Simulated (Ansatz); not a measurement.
# Sb monolayer: modes against uniaxial strain along a, the zigzag direction, with the width clamped, part 2 of 2

Aim: how do the optical modes of Sb monolayer shift and split under this strain?

Ansatz 0.2.0; DFT PBE, scalar-relativistic, plane waves, PAW; PAW set soft_1.

So far. Step 3 (Tight relaxation): The largest force component left is 0.70 meV/Å, within the tolerances set.

**4. Modes at rest**

Phonons follow from the second derivative of the energy, found here by linear response.

The modes at rest are the reference of the series.

input.yaml reads:

```yaml
crystal:
  lattice:
    - [4.1232575468, 0.0, 0.0]
    - [-2.0616287734, 3.5708457818, 0.0]
    - [0.0, 0.0, 27.08]
  atoms:
    - { symbol: Sb, position: [0.3333333333, 0.6666666667, 0.3994369938] }
    - { symbol: Sb, position: [0.6666666667, 0.3333333333, 0.3391154434] }
  periodic: [true, true, false]
kpoints:
  mp_grid: { grid: [9, 9, 1] }
hamiltonian:
  xc: pbe
  pseudopotentials: { kind: paw, azcp: { folder: soft_1 } }
scf:
  occupations: { method: fixed }
output:
  eigenvalues: true
phonons:
  method: dfpt
```

Command:

```bash
$ ansatz run input.yaml --threads 4 --pin off --max-ram 16384MiB --backend cpu --events-out ev --progress --plain --runs-dir out
```

Numbers of over 12 decimals in the logs are rounded to 6 here.

What it wrote:

```text
Warning: crystal.symmetry: narrowed to the stabiliser of the run's FFT grids — unitary ops 12 → 6. A phonons.method: dfpt run fills in the rows of the dynamical matrix that it does not solve by its symmetry operations, which is exact only for operations that map its FFT grids onto themselves: filled in by any other, the frequencies could depend on the order in which like atoms are typed, or, by more than the grids' own error, on where the crystal sits among the grids' points. Excluded: 6 operations. The run can therefore solve more perturbations, solve them on more k-points, or both, and cost more. [rest of the remark cut]
[...]
Crystal: 2 atoms, lattice volume = 398.713 Å³
Basis set: ecut = 420 eV, 7687 PW (Γ), exchange–correlation on 60×60×384 points (8 copies of the dense FFT grid, shifted against one another)
Bands: 19, of which v1, the nominal top of the filled ones, is band 15 counted from 1 (14 counted from 0)
Symmetry: 12 space group operations
k-points: 25 of 81 (irreducible under 2 space group operations, time reversal used)
[...]
SCF iter   9: F=-12968.992117 eV  HF=-12968.992117 eV  |F-HF|=3.27e-11  |Δ(HF+E_count)|=  2.38e-10  Δρ=4.77e-8  dr2=8.33e-12  ethr=1.00e-12  ⟨swp⟩=22.4  Hψ=4853  notcnv=0
SCF 1 converged in 9 iterations: F = -12968.992117 eV  dr2 = 8.33e-12
[...]
DFPT response loops at Γ: preconditioner auto → none (the input reference at scf.mixing.eps_inf says where Resta's filter doesn't serve); β = 0.50; Broyden in place of MSR1
SCF converged after 9 iterations
Free energy (F): -12968.992117 eV
[...]
Internal energy: -12968.992117 eV  (E = F + TS)
E sigma→0 (E₀):  -12968.992117 eV
Fermi energy:    -4.845027 eV
[...]
--- Band table (eV; the first three rows and the last of 25) ---
  k-point 0: bands = [... 11 lower, -11.1350, -5.4167, -4.8450, -4.8450, -3.2585, -2.0516, -2.0516, -0.5312]
  k-point 1: bands = [... 11 lower, -11.1355, -5.9174, -5.3662, -5.1250, -2.7625, -1.9995, -1.7858, -0.3598]
  k-point 2: bands = [... 11 lower, -11.2460, -7.1994, -5.6554, -5.3336, -3.3564, -1.4013 (-1.4013°), -1.3448, -0.0376]
  k-point 24: bands = [... 11 lower, -12.0011, -7.5002, -7.4741, -5.6646, -2.5210, -2.3295, -0.9939, 0.9650]
  ° read free of the cell's end (the report's vacuum.weakly_bound_levels)
--- Phonons (Γ-DFPT): 4 representative perturbations + reference, on 25 of 81 k-points (Σ response iterations 16) ---
  ASR residual: 1.364e-4 → 0.000e0 eV/Å²; symmetrization residual: 9.139e-6 eV/Å²
  The last average, over the group as it would stand without the narrowing to the FFT grids, took up to 1.776e-15 eV/Å² of the zone centre's force constants
  ASR residual per site (eV/Å²): 1.31e-4 1.36e-4
  Γ frequencies (cm⁻¹): 0.00 0.00 0.00 158.94 158.94 198.35
  non-analytic LO–TO correction: not included (Born effective charges unavailable; polar crystals: no LO–TO splitting at Γ)
```

Elapsed: 27 s, on 4 threads of Arm Neoverse V1, shared host; peak memory 1.1 GiB; 1.7 min of CPU time.

In the SCF lines HF is the Harris–Foulkes energy and dr2 the Hartree energy of the density residual, in eV; the loop may stop once dr2 is under the threshold and the program's other checks hold. Hψ counts applications of the Hamiltonian.

This step gave:

- sum-rule residual before enforcement: 1.36e-4 eV/Å²
- point group: -3m
- highest optical mode at the zone centre (no LO-TO term): 198.3 cm⁻¹
- lowest optical zone-centre mode: 158.9 cm⁻¹

Patterns of degenerate modes are one choice out of their space. Modes at Γ:

```csv
mode,frequency (cm⁻¹),symmetry
1,0.0,acoustic
2,0.0,acoustic
3,0.0,acoustic
4,158.9,Eg
5,158.9,Eg
6,198.3,A1g
```

Displacements in mode 4 (158.9 cm⁻¹), the largest set to 1:
```
Sb1  1.00  0.00  0.00
Sb2 -1.00  0.00  0.00
```

Displacements in mode 6 (198.3 cm⁻¹), the largest set to 1:
```
Sb1  0.00  0.00  1.00
Sb2  0.00  0.00 -1.00
```

Before it was imposed, the acoustic sum rule was missed by 1.4e-4 eV/Å². Small misses are needed for a sound result but don't prove that mesh and cutoff are converged. The lowest optical mode is real, 159 cm⁻¹.

**5. Relaxation of a member: uniaxial strain of +5 % along a, the zigzag direction, with the width clamped**

The cell takes a uniaxial strain of +5 % along a, the zigzag direction, with the width clamped. The cell is held, and the atoms relax in it.

input.yaml, the sections that differ from step 4:

```yaml
crystal:
  lattice:
    - [4.3294204242, 0.0, 0.0]
    - [-2.1647102121, 3.5708457818, 0.0]
    - [0.0, 0.0, 27.08]
  atoms:
    - { symbol: Sb, position: [0.3315610165, 0.663122033, 0.3988888362] }
    - { symbol: Sb, position: [0.6684389835, 0.336877967, 0.339663601] }
  periodic: [true, true, false]
scf:
  occupations: { method: gaussian, width: 0.02 }
output:
  forces: true
  stress: true
  eigenvalues: true
relax:
  adjacent_minimum: "off"
  f_tol: 0.001
  max_steps: 60
# kpoints, hamiltonian: as in step 4
# phonons: removed
```

What it wrote:

```text
[...]
--- Relaxed structure (4 steps of the walk, 3 accepted, 0 SCFs on fresh bases) ---
  F+E_penalty+E_count = -12968.95897897 eV   max|allowed force component| = 8.598e-4 eV/Å
  cell:  # Å, volume = 418.6485 Å³
    - [4.3294204242, 0.0, 0.0]
    - [-2.1647102121, 3.5708457818, 0.0]
    - [0.0, 0.0, 27.08]
  atoms:
    - { symbol: Sb, position: [0.331142, 0.662284, 0.398753] }
    - { symbol: Sb, position: [0.668858, 0.337716, 0.339800] }
[key lines of the parts left out:]
SCF converged after 4 iterations
Free energy (F): -12968.958979 eV
Fermi energy:    -4.353942 eV
P = ½ c Tr σ = -0.8435 N/m
```

Run time: 13 s. Hardware: 4 threads; peak memory 0.71 GiB.

No atom moved by 0.005 Å in the relaxation.

This step gave:

- gap on the k-mesh: 1.168 eV
- area per atom: 7.73 Å²

The largest force component left is 0.86 meV/Å.

**6. Modes of this member: uniaxial strain of +5 % along a, the zigzag direction, with the width clamped**

The zone-centre modes follow for uniaxial strain of +5 % along a, the zigzag direction, with the width clamped.

input.yaml, the sections that differ from step 5:

```yaml
crystal:
  lattice:
    - [4.3294204242, 0.0, 0.0]
    - [-2.1647102121, 3.5708457818, 0.0]
    - [0.0, 0.0, 27.08]
  atoms:
    - { symbol: Sb, position: [0.3311417794, 0.6622835588, 0.3987528652] }
    - { symbol: Sb, position: [0.6688582206, 0.3377164412, 0.339799572] }
  periodic: [true, true, false]
scf:
  occupations: { method: fixed }
output:
  eigenvalues: true
phonons:
  method: dfpt
# kpoints, hamiltonian: as in step 5
# relax: removed
```

What it wrote:

```text
[...]
Crystal: 2 atoms, lattice volume = 418.648 Å³
Basis set: ecut = 420 eV, 8123 PW (Γ), exchange–correlation on 60×60×384 points (8 copies of the dense FFT grid, shifted against one another)
Bands: 19, of which v1, the nominal top of the filled ones, is band 15 counted from 1 (14 counted from 0)
Symmetry: 4 space group operations
k-points: 25 of 81 (irreducible under 2 space group operations, time reversal used)
[...]
SCF iter   9: F=-12968.958979 eV  HF=-12968.958979 eV  |F-HF|=3.27e-11  |Δ(HF+E_count)|=  4.00e-10  Δρ=6.19e-8  dr2=2.92e-11  ethr=1.00e-12  ⟨swp⟩=22.4  Hψ=4860  notcnv=0
SCF 1 converged in 9 iterations: F = -12968.958979 eV  dr2 = 2.92e-11
[...]
SCF converged after 9 iterations
Free energy (F): -12968.958979 eV
[...]
Internal energy: -12968.958979 eV  (E = F + TS)
E sigma→0 (E₀):  -12968.958979 eV
Fermi energy:    -4.937874 eV
[...]
--- Band table (eV; the first three rows and the last of 25) ---
  k-point 0: bands = [... 11 lower, -11.0703, -5.2690, -5.2563, -4.9379, -3.7086, -2.3752, -2.1345, -0.5074]
  k-point 1: bands = [... 11 lower, -11.0874, -5.9501, -5.5324, -5.2105, -3.2279, -2.1085, -2.1063, -0.3508]
  k-point 2: bands = [... 11 lower, -11.2401, -7.1013, -6.0580, -5.2213, -3.6551, -1.7176, -1.4951, -0.0048]
  k-point 24: bands = [... 11 lower, -12.0809, -7.4514, -7.3540, -5.6761, -2.5153, -2.2566, -1.0353, 0.9584]
[...]
ASR residual: 2.092e-4 → 0.000e0 eV/Å²; symmetrization residual: 1.023e-6 eV/Å²
[...]
ASR residual per site (eV/Å²): 2.09e-4 1.48e-4
  Γ frequencies (cm⁻¹): 0.00 0.00 0.00 151.46 156.20 192.02
[...]
```

Elapsed: 33 s, on 4 threads; peak memory 1.2 GiB; 2 min of CPU time.

This step gave:

```
sum-rule residual before enforcement                    : 2.09e-4 eV/Å²
point group                                             : 2/m
highest optical mode at the zone centre (no LO-TO term) : 192.0 cm⁻¹
lowest optical zone-centre mode                         : 151.5 cm⁻¹
```

Patterns of degenerate modes are one choice out of their space. Modes at Γ:

```csv
mode,frequency (cm⁻¹),symmetry
1,0.0,acoustic
2,0.0,acoustic
3,0.0,acoustic
4,151.5,Bg
5,156.2,Ag
6,192.0,Ag
```

The lowest optical mode is real, 151 cm⁻¹, and the highest lies at 192.0 cm⁻¹.

For the highest optical mode at the zone centre (no LO-TO term), step 4 gave 198 cm⁻¹; this run, with strain 5 %, gives 192 cm⁻¹ (-3 %).

**7. Relaxation of a member: uniaxial strain of -3 % along a, the zigzag direction, with the width clamped**

The cell takes a uniaxial strain of -3 % along a, the zigzag direction, with the width clamped. The cell is held, and the atoms relax in it.

input.yaml reads:

```yaml
crystal:
  lattice:
    - [3.9995598203, 0.0, 0.0]
    - [-1.9997799102, 3.5708457818, 0.0]
    - [0.0, 0.0, 27.08]
  atoms:
    - { symbol: Sb, position: [0.3342752196, 0.6685504393, 0.3997102927] }
    - { symbol: Sb, position: [0.6657247804, 0.3314495607, 0.3388421445] }
  periodic: [true, true, false]
kpoints:
  mp_grid: { grid: [9, 9, 1] }
hamiltonian:
  xc: pbe
  pseudopotentials: { kind: paw, azcp: { folder: soft_1 } }
scf:
  occupations: { method: gaussian, width: 0.02 }
output:
  forces: true
  stress: true
  eigenvalues: true
relax:
  adjacent_minimum: "off"
  f_tol: 0.001
  max_steps: 60
```

What it wrote:

```text
[...]
Crystal: 2 atoms, lattice volume = 386.751 Å³
Basis set: ecut = 420 eV, 7539 PW (Γ), exchange–correlation on 54×60×384 points (8 copies of the dense FFT grid, shifted against one another)
Bands: 19, of which v1, the nominal top of the filled ones, is band 15 counted from 1 (14 counted from 0)
Symmetry: 4 space group operations
[...]
--- Relaxed structure (4 steps of the walk, 3 accepted, 0 SCFs on fresh bases) ---
  F+E_penalty+E_count = -12968.97788961 eV   max|allowed force component| = 4.875e-4 eV/Å
  cell:  # Å, volume = 386.7515 Å³
    - [3.9995598203, 2.800146300168365e-11, 0.0]
    - [-1.999779910175, 3.570846, 0.0]
    - [0.0, 0.0, 27.08]
  atoms:
    - { symbol: Sb, position: [0.334768, 0.669536, 0.399847] }
    - { symbol: Sb, position: [0.665232, 0.330464, 0.338705] }
[key lines of the parts left out:]
SCF converged after 4 iterations
Free energy (F): -12968.977890 eV
Fermi energy:    -4.051195 eV
P = ½ c Tr σ = 0.6316 N/m
```

Elapsed: 11 s, on 4 threads; peak memory 0.67 GiB.

Step by step:

```csv
step,energy less that of the first step (eV),largest force component (eV/Å)
1,0.0000,0.0701
2,0.0009,0.1458
3,-0.0004,0.0028
4,-0.0004,0.0005
```

Relaxation step 2 was tried and not accepted.

The run keeps the 4 symmetry operations that it works with, so distortions that break them were not tested.

The relaxed structure:

```
Sb
1.0
     3.99956    0.00000    0.00000
    -1.99978    3.57085    0.00000
     0.00000    0.00000   27.08000
Sb
2
Direct
  0.33477 0.66954 0.39985
  0.66523 0.33046 0.33870
```

Numbers from this step:

```
gap on the k-mesh : 0.9563 eV
area per atom     : 7.141 Å²
```

The largest force component left is 0.49 meV/Å.

**8. Modes of this member: uniaxial strain of -3 % along a, the zigzag direction, with the width clamped**

The zone-centre modes follow for uniaxial strain of -3 % along a, the zigzag direction, with the width clamped.

input.yaml, the sections that differ from step 7:

```yaml
crystal:
  lattice:
    - [3.9995598203, 0.0, 0.0]
    - [-1.9997799102, 3.5708457818, 0.0]
    - [0.0, 0.0, 27.08]
  atoms:
    - { symbol: Sb, position: [0.3347678701, 0.6695357403, 0.3998474944] }
    - { symbol: Sb, position: [0.6652321299, 0.3304642597, 0.3387049428] }
  periodic: [true, true, false]
scf:
  occupations: { method: fixed }
output:
  eigenvalues: true
phonons:
  method: dfpt
# kpoints, hamiltonian: as in step 7
# relax: removed
```

What it wrote:

```text
[...]
Crystal: 2 atoms, lattice volume = 386.751 Å³
Basis set: ecut = 420 eV, 7539 PW (Γ), exchange–correlation on 60×60×384 points (8 copies of the dense FFT grid, shifted against one another)
Bands: 19, of which v1, the nominal top of the filled ones, is band 15 counted from 1 (14 counted from 0)
Symmetry: 4 space group operations
[...]
k-point 24: bands = [... 11 lower, -11.9291, -7.5432, -7.5261, -5.6403, -2.5195, -2.3800, -0.9739, 0.9588]
  ° read free of the cell's end (the report's vacuum.weakly_bound_levels)
[...]
ASR residual: 8.865e-5 → 0.000e0 eV/Å²; symmetrization residual: 1.593e-5 eV/Å²
[...]
ASR residual per site (eV/Å²): 8.85e-5 8.87e-5
  Γ frequencies (cm⁻¹): 0.00 0.00 0.00 160.13 162.11 202.31
[...]
[key lines of the parts left out:]
SCF converged after 9 iterations
Free energy (F): -12968.977890 eV
Fermi energy:    -4.529056 eV
```

It took 35 s on 4 threads; peak memory 1.1 GiB; 2.2 min of CPU time.

Numbers from this step:

```
sum-rule residual before enforcement                    : 8.87e-5 eV/Å²
highest optical mode at the zone centre (no LO-TO term) : 202.3 cm⁻¹
lowest optical zone-centre mode                         : 160.1 cm⁻¹
```

Patterns of degenerate modes are one choice out of their space. Modes at Γ:

```csv
mode,frequency (cm⁻¹),symmetry
1,0.0,acoustic
2,0.0,acoustic
3,0.0,acoustic
4,160.1,Ag
5,162.1,Bg
6,202.3,Ag
```

The lowest optical mode is real, 160 cm⁻¹, and the highest lies at 202.3 cm⁻¹.

**9. The series together**

The members are set side by side, also those not shown above.

Energies are extrapolated to zero smearing, and E0 is that at rest; the cell is clamped and the atoms are relaxed. State of the crystal along the series:

```csv
strain (%),E - E0 (meV/atom),gap on mesh (eV)
-3,7.114,0.9563
-2,3.085,1.082
-1,0.751,1.2
0,0,1.313
1,0.7248,1.284
2,2.832,1.254
3,6.229,1.226
4,10.84,1.197
5,16.57,1.168
```

Optical modes are counted from below at rest and tracked from member to member by their patterns, and modes that stay within 0.3 cm⁻¹ of each other stand once; labels, where given, are those at rest, then, where named, those of the strained cell; the cell is clamped and the atoms are relaxed. Optical modes along the series:

```csv
strain (%),optical mode 1 Eg to Bg single part (cm⁻¹),optical mode 2 Eg to Ag single part (cm⁻¹),optical mode 3 A1g to Ag (cm⁻¹)
-3,162.1,160.1,202.3
-2,161.2,159.8,201
-1,160.1,159.4,199.7
0,158.9,158.9,198.3
1,157.7,158.5,197.1
2,156.3,158,195.8
3,154.8,157.4,194.5
4,153.2,156.8,193.2
5,151.5,156.2,192
```

Value and slope at zero strain of a cubic (a lower polynomial where under five rows exist) through the rows within 2 % of rest. Slopes at rest:

```csv
mode,frequency (cm⁻¹),shift per percent of strain (cm⁻¹)
optical mode 1 Eg to Bg single part,158.9,-1.23
optical mode 2 Eg to Ag single part,158.9,-0.43
optical mode 3 A1g to Ag,198.4,-1.3
```

**10. Summary of results**

```json
{
 "members": "9",
 "highest optical mode at the zone centre (no LO-TO term), at rest": "198.3 cm⁻¹",
 "optical mode 1 Eg to Bg single part, shift per percent": "-1.23 cm⁻¹",
 "optical mode 2 Eg to Ag single part, shift per percent": "-0.43 cm⁻¹",
 "optical mode 3 A1g to Ag, shift per percent": "-1.30 cm⁻¹"
}
```

**Reading.** The strain lowers the symmetry: the level at 158.9 cm⁻¹ splits, into 151.5 and 156.2 cm⁻¹ at +5 %. The fastest shift in the table of slopes is -1.3 cm⁻¹ for each percent (optical mode 3 A1g to Ag). The width is clamped, so the contraction across the strain that a free sheet shows is left out. These are harmonic frequencies at zero temperature: anharmonic shifts, linewidths and thermal expansion are left out. Spin-orbit coupling is left out, which can matter for the heavy elements here. The starting cell was built on a prototype and not taken from a measurement. Only the zone centre was solved, so an instability at another wavevector cannot show here. In a sheet the LO-TO splitting vanishes at the zone centre, so no such term is missing here.

[Logs are printed without paths, hosts, clocks, repeated set-up lines and the standing remarks that a program may print on its own settings, such as how far it seeks lower states.]

[Hosts, paths, dates, database ids (printed as entryN), source tags and the programs' standing remarks are cut or masked in the printed files.]
